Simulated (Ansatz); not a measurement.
# Titanium, diamond under r²SCAN: ground state and equation of state, part 2 of 2

Aim: take titanium in the diamond structure, relax it, solve it on a dense k-mesh, switch on spin-orbit coupling, then scale the cell to 7 volumes from 88 to 112 % of the relaxed one and try a fit of the equation of state. The k-meshes are 10×10×10 for the relaxation; 16×16×16 for the dense run; 10×10×10 for spin-orbit coupling; 11×11×11 for the volumes.

Ansatz 0.2.0; DFT, r2SCAN, plane waves (500 eV) with PAW, scalar-relativistic. Earlier steps stand in the parts before.

## (5) The cell scaled to 88 % of its volume

This is Ti in the diamond structure; at room conditions it is hcp.

Input file input.yaml:

```yaml
crystal:
  lattice:
    - [0.0, 2.667690356, 2.667690356]
    - [2.667690356, 0.0, 2.667690356]
    - [2.667690356, 2.667690356, 0.0]
  atoms:
    - { symbol: Ti, position: [0.125, 0.125, 0.125] }
    - { symbol: Ti, position: [0.875, 0.875, 0.875] }
hamiltonian:
  xc: r2scan
  pseudopotentials:
    kind: paw
    azcp:
      Ti: "pseudopotentials/Ti.paw.azcp"
basis:
  ecutwfc: 500
  fft_grid_basis: typed
kpoints:
  mp_grid: { grid: [11, 11, 11], shift: [0, 0, 0] }
magnetization:
  spin_polarized: false
scf:
  occupations: { method: fermi_dirac, width: 0.1 }
  lower_state_search: "off"
output:
  stress: true
```

The run is started by

```console
$ ansatz run input.yaml --threads 1 --pin off --max-ram 3584MiB --backend cpu --events-out ev --progress --plain --runs-dir out
```

The log of the run, cut to the lines that bear on the results:

```text
[...]
Pseudopotentials: kind: paw
Pseudopotential: Ti, paw, valence charge 12, recommended cutoff 500 eV (meta_gga), <dir>
Functional definition: r2SCAN
[...]
Crystal: 2 atoms, lattice volume = 37.970 Å³
Basis set: ecut = 500 eV, 941 PW (Γ), exchange–correlation on 120×120×120 points (64 copies of the dense FFT grid, shifted against one another)
Bands: 16, of which v1, the nominal top of the filled ones, is band 12 counted from 1 (11 counted from 0)
Symmetry: 48 space group operations
Space group: Fd-3m (ITA 227), of the structure as read, at distance tolerance 3.4e-5 Å
k-points: 56 of 1331
[...]
SCF iter   1: F=-5003.532081 eV  HF=-5003.447852 eV  |F-HF|=8.42e-2  |Δ(HF+E_count)|=         —  Δρ=1.96e-2  dr2=1.07e-1  dr2_τ=4.06e-2  ethr=1.77e-3  ⟨swp⟩=4.1  Hψ=3914  notcnv=0
[...]
SCF iter   8: F=-5003.612189 eV  HF=-5003.612189 eV  |F-HF|=7.82e-9  |Δ(HF+E_count)|=   4.41e-7  Δρ=3.73e-6  dr2=4.48e-9  dr2_τ=3.31e-10  ethr=4.17e-10  ⟨swp⟩=4.2  Hψ=3049  notcnv=0
[...]
SCF converged after 8 iterations
Free energy (F): -5003.612189 eV
[...]
E sigma→0 (E₀):  -5003.527404 eV
Entropy (-TS):   -0.169571 eV (-84.785 meV/atom)
Fermi energy:    11.855216 eV
[...]
--- Stress (GPa, compression-positive) ---
        4.518680      -0.000000       0.000000
       -0.000000       4.518680      -0.000000
        0.000000      -0.000000       4.518680
  P = ⅓ Tr σ = 4.5187 GPa (45.187 kbar)
```

Wall time 7.2 s (1 thread of Intel Xeon Platinum 8259CL at 2.50GHz (Skylake/Cascade Lake), shared host); peak memory 0.63 GiB.

## (6) The cell scaled to 92 % of its volume

Changes to input.yaml since step 5:

```diff
@@ -2,5 +2,5 @@
   lattice:
-    - [0.0, 2.667690356, 2.667690356]
-    - [2.667690356, 0.0, 2.667690356]
-    - [2.667690356, 2.667690356, 0.0]
+    - [0.0, 2.707512501, 2.707512501]
+    - [2.707512501, 0.0, 2.707512501]
+    - [2.707512501, 2.707512501, 0.0]
   atoms:
@@ -26 +26,5 @@
   stress: true
+  write_density: true
+  write_potential: true
+  elf: true
+  volumetric_format: npy
```

The run is started by

```console
$ ansatz run input.yaml --threads 1 --pin off --max-ram 3584MiB --backend cpu --events-out ev --progress --plain --runs-dir out
```

The log of the run, cut to the lines that bear on the results:

```text
[...]
[... 3 set-up lines as earlier in the session ...]
[...]
Crystal: 2 atoms, lattice volume = 39.696 Å³
Basis set: ecut = 500 eV, 965 PW (Γ), exchange–correlation on 120×120×120 points (64 copies of the dense FFT grid, shifted against one another)
Bands: 16, of which v1, the nominal top of the filled ones, is band 12 counted from 1 (11 counted from 0)
[... 2 set-up lines as earlier in the session ...]
k-points: 56 of 1331
[...]
SCF iter   1: F=-5003.569499 eV  HF=-5003.503005 eV  |F-HF|=6.65e-2  |Δ(HF+E_count)|=         —  Δρ=1.89e-2  dr2=1.12e-1  dr2_τ=3.45e-2  ethr=1.77e-3  ⟨swp⟩=4.1  Hψ=3916  notcnv=0
[...]
SCF iter   8: F=-5003.651278 eV  HF=-5003.651278 eV  |F-HF|=1.07e-8  |Δ(HF+E_count)|=   5.93e-7  Δρ=4.43e-6  dr2=7.31e-9  dr2_τ=4.53e-10  ethr=4.17e-10  ⟨swp⟩=9.0  Hψ=5920  notcnv=0
[...]
SCF converged after 8 iterations
Free energy (F): -5003.651278 eV
[...]
E sigma→0 (E₀):  -5003.563333 eV
Entropy (-TS):   -0.175889 eV (-87.944 meV/atom)
Fermi energy:    11.196393 eV
[...]
--- Stress (GPa, compression-positive) ---
        2.776755       0.000000      -0.000000
       -0.000000       2.776755       0.000000
        0.000000       0.000000       2.776755
  P = ⅓ Tr σ = 2.7768 GPa (27.768 kbar)
--- Band table (eV; the first three rows and the last of 56) ---
  k-point 0: bands = ["-47.9763", "-47.1650", "-23.4435", "-23.4435", "-23.4435", "-22.4039", "-22.4039", "-22.4039", "5.7168", "10.1926", "10.1926", "11.0214", "11.0214", "11.0214", "13.1662", "13.1662"]
[...]
```

It took 9.9 s on 1 thread of Intel Xeon Platinum 8259CL at 2.50GHz (Skylake/Cascade Lake), shared host; peak memory 0.64 GiB.

Axes a, b and c in the maps are those of this run's conventional cell (a, b, c = 5.415, 5.415, 5.415 Å).

Density in a lattice plane of the grid's cell (edges 5.42 and 5.42 Å, at 0.125 of the third edge), which holds Ti.

Ten even steps from ' ' (0.07 e/Å³) to '@' (9.71 e/Å³):
```
                                                
                                                
                                                
                                                
                            ..::..              
                        ..--++**++--..          
                        ::++%%@@%%++::          
                        ::++%%@@%%++::          
                        ..--++**++--..          
                            ..::..              
                                                
                                                
                                                
                                                
    ..::..                                      
..--++**++--..                                  
::++%%@@%%++::                                  
::++%%@@%%++::                                  
..--++**++--..                                  
    ..::..                                      
```
Columns run along the first of these edges and rows up along the second, over one cell in 24 and 20 even steps from the bottom left corner. Atoms in the plane (fractional): Ti at (0.12, 0.12), Ti at (0.62, 0.62).

ELF in the same plane.

Values, 12 rows by 12 columns:
```
0.21 0.18 0.18 0.21 0.26 0.28 0.32 0.36 0.36 0.32 0.28 0.26
0.32 0.36 0.36 0.32 0.28 0.26 0.21 0.18 0.18 0.21 0.27 0.28
0.31 0.32 0.32 0.31 0.32 0.21 0.20 0.55 0.55 0.21 0.21 0.32
0.32 0.24 0.24 0.32 0.36 0.18 0.55 0.38 0.38 0.55 0.18 0.36
0.32 0.24 0.24 0.32 0.36 0.18 0.55 0.38 0.38 0.55 0.18 0.36
0.31 0.32 0.32 0.31 0.32 0.21 0.21 0.55 0.55 0.20 0.21 0.32
0.32 0.36 0.36 0.32 0.28 0.26 0.21 0.18 0.18 0.21 0.26 0.28
0.21 0.18 0.18 0.21 0.27 0.28 0.32 0.36 0.36 0.32 0.28 0.26
0.20 0.55 0.55 0.21 0.21 0.32 0.31 0.32 0.32 0.31 0.32 0.21
0.55 0.38 0.38 0.55 0.18 0.36 0.32 0.24 0.24 0.32 0.36 0.18
0.55 0.38 0.38 0.55 0.18 0.36 0.32 0.24 0.24 0.32 0.36 0.18
0.21 0.55 0.55 0.20 0.21 0.32 0.31 0.32 0.32 0.31 0.32 0.21
```
Columns run along the first of these edges and rows up along the second, over one cell in 12 and 12 even steps from the bottom left corner. Atoms in the plane (fractional): Ti at (0.12, 0.12), Ti at (0.62, 0.62).

Both are smooth fields of the valence electrons: close to the nuclei they are not physical.

## (7) The cell scaled to 96 % of its volume

Changes to input.yaml since step 6:

```diff
@@ -2,5 +2,5 @@
   lattice:
-    - [0.0, 2.707512501, 2.707512501]
-    - [2.707512501, 0.0, 2.707512501]
-    - [2.707512501, 2.707512501, 0.0]
+    - [0.0, 2.7461964774, 2.7461964774]
+    - [2.7461964774, 0.0, 2.7461964774]
+    - [2.7461964774, 2.7461964774, 0.0]
   atoms:
@@ -26,5 +26 @@
   stress: true
-  write_density: true
-  write_potential: true
-  elf: true
-  volumetric_format: npy
```

The run is started by

```console
$ ansatz run input.yaml --threads 1 --pin off --max-ram 3584MiB --backend cpu --events-out ev --progress --plain --runs-dir out
```

The log of the run, cut to the lines that bear on the results:

```text
[...]
[... 3 set-up lines as earlier in the session ...]
[...]
Crystal: 2 atoms, lattice volume = 41.421 Å³
Basis set: ecut = 500 eV, 1067 PW (Γ), exchange–correlation on 120×120×120 points (64 copies of the dense FFT grid, shifted against one another)
Bands: 16, of which v1, the nominal top of the filled ones, is band 12 counted from 1 (11 counted from 0)
[... 2 set-up lines as earlier in the session ...]
k-points: 56 of 1331
[...]
SCF iter   1: F=-5003.590416 eV  HF=-5003.539249 eV  |F-HF|=5.12e-2  |Δ(HF+E_count)|=         —  Δρ=1.80e-2  dr2=1.13e-1  dr2_τ=2.96e-2  ethr=1.77e-3  ⟨swp⟩=4.1  Hψ=3941  notcnv=0
[...]
SCF iter   8: F=-5003.672741 eV  HF=-5003.672741 eV  |F-HF|=1.43e-8  |Δ(HF+E_count)|=   7.21e-7  Δρ=5.25e-6  dr2=1.15e-8  dr2_τ=5.86e-10  ethr=4.17e-10  ⟨swp⟩=4.8  Hψ=3225  notcnv=0
[...]
SCF converged after 8 iterations
Free energy (F): -5003.672741 eV
[...]
E sigma→0 (E₀):  -5003.581964 eV
Entropy (-TS):   -0.181554 eV (-90.777 meV/atom)
Fermi energy:    10.594519 eV
[...]
--- Stress (GPa, compression-positive) ---
        1.241603       0.000000      -0.000000
        0.000000       1.241603       0.000000
       -0.000000       0.000000       1.241603
  P = ⅓ Tr σ = 1.2416 GPa (12.416 kbar)
```

It took 8.8 s on 1 thread of Intel Xeon Platinum 8259CL at 2.50GHz (Skylake/Cascade Lake), shared host; peak memory 0.64 GiB.

## (8) The cell scaled to 100 % of its volume

Changes to input.yaml since step 7:

```diff
@@ -2,5 +2,5 @@
   lattice:
-    - [0.0, 2.7461964774, 2.7461964774]
-    - [2.7461964774, 0.0, 2.7461964774]
-    - [2.7461964774, 2.7461964774, 0.0]
+    - [0.0, 2.7838202825, 2.7838202825]
+    - [2.7838202825, 0.0, 2.7838202825]
+    - [2.7838202825, 2.7838202825, 0.0]
   atoms:
@@ -26 +26,5 @@
   stress: true
+  write_density: true
+  write_potential: true
+  elf: true
+  volumetric_format: npy
```

The run is started by

```console
$ ansatz run input.yaml --threads 1 --pin off --max-ram 3584MiB --backend cpu --events-out ev --progress --plain --runs-dir out
```

The log of the run, cut to the lines that bear on the results:

```text
[...]
[... 3 set-up lines as earlier in the session ...]
[...]
Crystal: 2 atoms, lattice volume = 43.147 Å³
Basis set: ecut = 500 eV, 1067 PW (Γ), exchange–correlation on 120×120×120 points (64 copies of the dense FFT grid, shifted against one another)
Bands: 16, of which v1, the nominal top of the filled ones, is band 12 counted from 1 (11 counted from 0)
[... 2 set-up lines as earlier in the session ...]
k-points: 56 of 1331
[...]
SCF iter   1: F=-5003.597861 eV  HF=-5003.558871 eV  |F-HF|=3.90e-2  |Δ(HF+E_count)|=         —  Δρ=1.71e-2  dr2=1.12e-1  dr2_τ=2.56e-2  ethr=1.77e-3  ⟨swp⟩=4.0  Hψ=3965  notcnv=0
[...]
SCF iter   8: F=-5003.678806 eV  HF=-5003.678806 eV  |F-HF|=2.20e-8  |Δ(HF+E_count)|=   8.83e-7  Δρ=5.95e-6  dr2=1.39e-8  dr2_τ=7.20e-10  ethr=4.17e-10  ⟨swp⟩=9.0  Hψ=6054  notcnv=0
[...]
SCF converged after 8 iterations
Free energy (F): -5003.678806 eV
[...]
E sigma→0 (E₀):  -5003.584755 eV
Entropy (-TS):   -0.188102 eV (-94.051 meV/atom)
Fermi energy:    10.041750 eV
[...]
--- Stress (GPa, compression-positive) ---
       -0.084156      -0.000000      -0.000000
        0.000000      -0.084156       0.000000
        0.000000       0.000000      -0.084156
  P = ⅓ Tr σ = -0.0842 GPa (-0.842 kbar)
--- Band table (eV; the first three rows and the last of 56) ---
  k-point 0: bands = ["-49.1189", "-48.4984", "-24.5600", "-24.5600", "-24.5600", "-23.7081", "-23.7081", "-23.7081", "4.7522", "9.2164", "9.2164", "9.8872", "9.8872", "9.8872", "11.8713", "11.8713"]
[...]
```

Run time: 12 s. Hardware: 1 thread of Intel Xeon Platinum 8259CL at 2.50GHz (Skylake/Cascade Lake), shared host; peak memory 0.65 GiB.

## (9) The cell scaled to 104 % of its volume

Changes to input.yaml since step 8:

```diff
@@ -2,5 +2,5 @@
   lattice:
-    - [0.0, 2.7838202825, 2.7838202825]
-    - [2.7838202825, 0.0, 2.7838202825]
-    - [2.7838202825, 2.7838202825, 0.0]
+    - [0.0, 2.8204536978, 2.8204536978]
+    - [2.8204536978, 0.0, 2.8204536978]
+    - [2.8204536978, 2.8204536978, 0.0]
   atoms:
```

The run is started by

```console
$ ansatz run input.yaml --threads 1 --pin off --max-ram 3584MiB --backend cpu --events-out ev --progress --plain --runs-dir out
```

The log of the run, cut to the lines that bear on the results:

```text
[...]
[... 3 set-up lines as earlier in the session ...]
[...]
Crystal: 2 atoms, lattice volume = 44.873 Å³
Basis set: ecut = 500 eV, 1139 PW (Γ), exchange–correlation on 120×120×120 points (64 copies of the dense FFT grid, shifted against one another)
Bands: 16, of which v1, the nominal top of the filled ones, is band 12 counted from 1 (11 counted from 0)
[... 2 set-up lines as earlier in the session ...]
k-points: 56 of 1331
[...]
SCF iter   1: F=-5003.593497 eV  HF=-5003.563902 eV  |F-HF|=2.96e-2  |Δ(HF+E_count)|=         —  Δρ=1.61e-2  dr2=1.08e-1  dr2_τ=2.24e-2  ethr=1.77e-3  ⟨swp⟩=4.1  Hψ=4003  notcnv=0
[...]
SCF iter   8: F=-5003.671513 eV  HF=-5003.671513 eV  |F-HF|=2.96e-8  |Δ(HF+E_count)|=   1.02e-6  Δρ=6.84e-6  dr2=1.94e-8  dr2_τ=9.05e-10  ethr=4.17e-10  ⟨swp⟩=9.0  Hψ=6115  notcnv=0
[...]
SCF converged after 8 iterations
Free energy (F): -5003.671513 eV
[...]
E sigma→0 (E₀):  -5003.573695 eV
Entropy (-TS):   -0.195636 eV (-97.818 meV/atom)
Fermi energy:    9.532906 eV
[...]
--- Stress (GPa, compression-positive) ---
       -1.246556      -0.000000      -0.000000
       -0.000000      -1.246556       0.000000
        0.000000      -0.000000      -1.246556
  P = ⅓ Tr σ = -1.2466 GPa (-12.466 kbar)
--- Band table (eV; the first three rows and the last of 56) ---
  k-point 0: bands = ["-49.6319", "-49.0862", "-25.0597", "-25.0597", "-25.0597", "-24.2857", "-24.2857", "-24.2857", "4.3288", "8.7850", "8.7850", "9.3842", "9.3842", "9.3842", "11.3008", "11.3008"]
[...]
```

Run time: 12 s. Hardware: 1 thread of Intel Xeon Platinum 8259CL at 2.50GHz (Skylake/Cascade Lake), shared host; peak memory 0.65 GiB.

## (10) The cell scaled to 108 % of its volume

Changes to input.yaml since step 9:

```diff
@@ -2,5 +2,5 @@
   lattice:
-    - [0.0, 2.8204536978, 2.8204536978]
-    - [2.8204536978, 0.0, 2.8204536978]
-    - [2.8204536978, 2.8204536978, 0.0]
+    - [0.0, 2.8561594338, 2.8561594338]
+    - [2.8561594338, 0.0, 2.8561594338]
+    - [2.8561594338, 2.8561594338, 0.0]
   atoms:
@@ -26,5 +26 @@
   stress: true
-  write_density: true
-  write_potential: true
-  elf: true
-  volumetric_format: npy
```

The run is started by

```console
$ ansatz run input.yaml --threads 1 --pin off --max-ram 3584MiB --backend cpu --events-out ev --progress --plain --runs-dir out
```

The log of the run, cut to the lines that bear on the results:

```text
[...]
[... 3 set-up lines as earlier in the session ...]
[...]
Crystal: 2 atoms, lattice volume = 46.599 Å³
Basis set: ecut = 500 eV, 1243 PW (Γ), exchange–correlation on 120×120×120 points (64 copies of the dense FFT grid, shifted against one another)
Bands: 16, of which v1, the nominal top of the filled ones, is band 12 counted from 1 (11 counted from 0)
[... 2 set-up lines as earlier in the session ...]
k-points: 56 of 1331
[...]
SCF iter   1: F=-5003.576782 eV  HF=-5003.556792 eV  |F-HF|=2.00e-2  |Δ(HF+E_count)|=         —  Δρ=1.52e-2  dr2=1.04e-1  dr2_τ=1.97e-2  ethr=1.77e-3  ⟨swp⟩=4.0  Hψ=4079  notcnv=0
[...]
SCF iter   8: F=-5003.652471 eV  HF=-5003.652471 eV  |F-HF|=3.73e-8  |Δ(HF+E_count)|=   1.13e-6  Δρ=7.78e-6  dr2=2.82e-8  dr2_τ=1.06e-9  ethr=4.17e-10  ⟨swp⟩=5.0  Hψ=3311  notcnv=0
[...]
SCF converged after 8 iterations
Free energy (F): -5003.652471 eV
[...]
E sigma→0 (E₀):  -5003.549728 eV
Entropy (-TS):   -0.205486 eV (-102.743 meV/atom)
Fermi energy:    9.062998 eV
[...]
--- Stress (GPa, compression-positive) ---
       -2.261066      -0.000000      -0.000000
       -0.000000      -2.261066      -0.000000
        0.000000       0.000000      -2.261066
  P = ⅓ Tr σ = -2.2611 GPa (-22.611 kbar)
```

Wall time 11 s (1 thread of Intel Xeon Platinum 8259CL at 2.50GHz (Skylake/Cascade Lake), shared host); peak memory 0.65 GiB.

## (11) The cell scaled to 112 % of its volume

Changes to input.yaml since step 10:

```diff
@@ -2,5 +2,5 @@
   lattice:
-    - [0.0, 2.8561594338, 2.8561594338]
-    - [2.8561594338, 0.0, 2.8561594338]
-    - [2.8561594338, 2.8561594338, 0.0]
+    - [0.0, 2.8909940795, 2.8909940795]
+    - [2.8909940795, 0.0, 2.8909940795]
+    - [2.8909940795, 2.8909940795, 0.0]
   atoms:
```

The run is started by

```console
$ ansatz run input.yaml --threads 1 --pin off --max-ram 3584MiB --backend cpu --events-out ev --progress --plain --runs-dir out
```

The log of the run, cut to the lines that bear on the results:

```text
[...]
[... 3 set-up lines as earlier in the session ...]
[...]
Crystal: 2 atoms, lattice volume = 48.325 Å³
Basis set: ecut = 500 eV, 1243 PW (Γ), exchange–correlation on 120×120×120 points (64 copies of the dense FFT grid, shifted against one another)
Bands: 16, of which v1, the nominal top of the filled ones, is band 12 counted from 1 (11 counted from 0)
[... 2 set-up lines as earlier in the session ...]
k-points: 56 of 1331
[...]
SCF iter   1: F=-5003.549263 eV  HF=-5003.540092 eV  |F-HF|=9.17e-3  |Δ(HF+E_count)|=         —  Δρ=1.44e-2  dr2=1.02e-1  dr2_τ=1.75e-2  ethr=1.77e-3  ⟨swp⟩=4.0  Hψ=4119  notcnv=0
[...]
SCF iter   8: F=-5003.623479 eV  HF=-5003.623479 eV  |F-HF|=5.40e-8  |Δ(HF+E_count)|=   1.26e-6  Δρ=9.16e-6  dr2=4.65e-8  dr2_τ=1.36e-9  ethr=4.17e-10  ⟨swp⟩=5.0  Hψ=3301  notcnv=0
[...]
SCF converged after 8 iterations
Free energy (F): -5003.623479 eV
[...]
E sigma→0 (E₀):  -5003.514376 eV
Entropy (-TS):   -0.218208 eV (-109.104 meV/atom)
Fermi energy:    8.625354 eV
[...]
--- Stress (GPa, compression-positive) ---
       -3.087033       0.000000       0.000000
       -0.000000      -3.087033      -0.000000
        0.000000      -0.000000      -3.087033
  P = ⅓ Tr σ = -3.0870 GPa (-30.870 kbar)
```

Run time: 8.4 s. Hardware: 1 thread of Intel Xeon Platinum 8259CL at 2.50GHz (Skylake/Cascade Lake), shared host; peak memory 0.65 GiB.

## (12) Energy and pressure against volume

The cell was scaled evenly, with its shape and the fractional positions fixed.

```tsv
V (Å³/atom)	E − E₀ (meV/atom)	P from the stress (GPa)	P from the fit (GPa)
18.985	29.1	4.52	4.17
19.848	11.1	2.78	2.51
20.711	1.8	1.24	0.98
21.574	0.4	-0.08	-0.41
22.437	5.9	-1.25	-1.66
23.300	17.9	-2.26	-2.77
24.162	35.6	-3.09	-3.76
```

Fit (Birch-Murnaghan, third order): V₀ = 21.310 Å³/atom, B₀ = 34 GPa, B₀′ = 1.6, largest residual 0.06 meV/atom.

Fit and stress differ a little: one follows E(σ → 0), the other the smeared free energy.

## (13) What came out

This closing draws on all 2 parts.

```
                      quantity                         value
space group (spins left aside)               Fd-3m (No. 227)
             conventional cell                   a = 5.568 Å
                        volume                21.574 Å³/atom
             shortest distance                       2.411 Å
               gap on the mesh  none (levels filled in part)
               relative to hcp                +2578 meV/atom
                   V₀, B₀, B₀′   21.310 Å³/atom, 34 GPa, 1.6
```

What this shows: From the guessed start the volume shrank by 9.5 % in 5 steps. It lies 2578 meV/atom above the element's reference form at the same level (hcp, from a run of its own), so it is far from stable. Levels at the Fermi energy are filled in part, as in a metal. Totals with and without spin-orbit coupling (+0.77 eV/atom apart) can't be read as binding, since the two-component data shift the zero of energy. The fitted modulus is 34 GPa. The symmetry was held, so the structure may be unstable against distortions that break it.
